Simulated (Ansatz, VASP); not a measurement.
## One calculation of Au, two programs

Contents of INCAR:

```
SYSTEM = Au
PREC     = Accurate       ! precision mode
ENCUT    = 520            ! plane-wave cutoff, eV
EDIFF    = 1E-6           ! SCF threshold, eV
ISMEAR   = -1             ! smearing method
SIGMA    = 0.08           ! smearing width, eV
LREAL    = .FALSE.        ! projectors in reciprocal space
LASPH    = .TRUE.         ! aspherical terms in the spheres
NELM     = 60             ! most SCF steps
ALGO     = Normal         ! electronic algorithm
ISIF     = 2              ! what is computed and relaxed
LWAVE    = .FALSE.        ! write WAVECAR
LCHARG   = .FALSE.        ! write CHGCAR
GGA      = CA             ! functional
NBANDS   = 12             ! bands
```

The input KPOINTS:

```
regular mesh
0
G
  18 18 18
  0 0 0
```

File POSCAR:

```
Au
1.0
    0.0000000000      1.6583970364      1.6583970364
    1.6583970364      0.0000000000      1.6583970364
    1.6583970364      1.6583970364      0.0000000000
Au
1
Direct
    0.0000000000      0.0000000000      0.0000000000
```

Input for Ansatz:

```yaml
crystal:
  lattice:
    - [0.0, 1.6583970364, 1.6583970364]
    - [1.6583970364, 0.0, 1.6583970364]
    - [1.6583970364, 1.6583970364, 0.0]
  atoms:
    - { symbol: Au, position: [0.0, 0.0, 0.0] }
kpoints:
  mp_grid: { grid: [18, 18, 18] }
scf:
  occupations: { method: fermi_dirac, width: 0.08 }
hamiltonian:
  xc: lda
  pseudopotentials: { kind: all_electron, lapw: { basis_error: 0.001 } }
output:
  forces: true
  stress: true
  eigenvalues: true
  populations: true
```

Change from the starting cell: volume scaled by 0.55, LAPW.

Alike in both runs: task single point; functional LDA; k mesh 18 × 18 × 18; occupations fermi-dirac, width 0.08 eV; no spin polarisation.

|  | VASP | Ansatz |
| --- | --- | --- |
| version | VASP 6.6.1 | Ansatz 0.2.0 |
| potentials or method | VASP PAW LDA potentials, release 64 (Au) | all-electron LAPW, scalar-relativistic |
| plane-wave cutoff (eV) | 520 | see its input |

Ansatz gave:

| Property | Result |
| --- | --- |
| pressure (GPa) | 579.9 |

Which values does VASP return?

Pressure (GPa): 593.1.

Ansatz ran all-electron here, so the differences hold the error of VASP's frozen core and of both bases.

Caveats: the cell as given lies far from equilibrium; so large a pressure means that the cell lies far from this level's equilibrium, or that cutoff or potentials fall short (VASP). The runs have no spin-orbit coupling, so splittings on Au are missing.
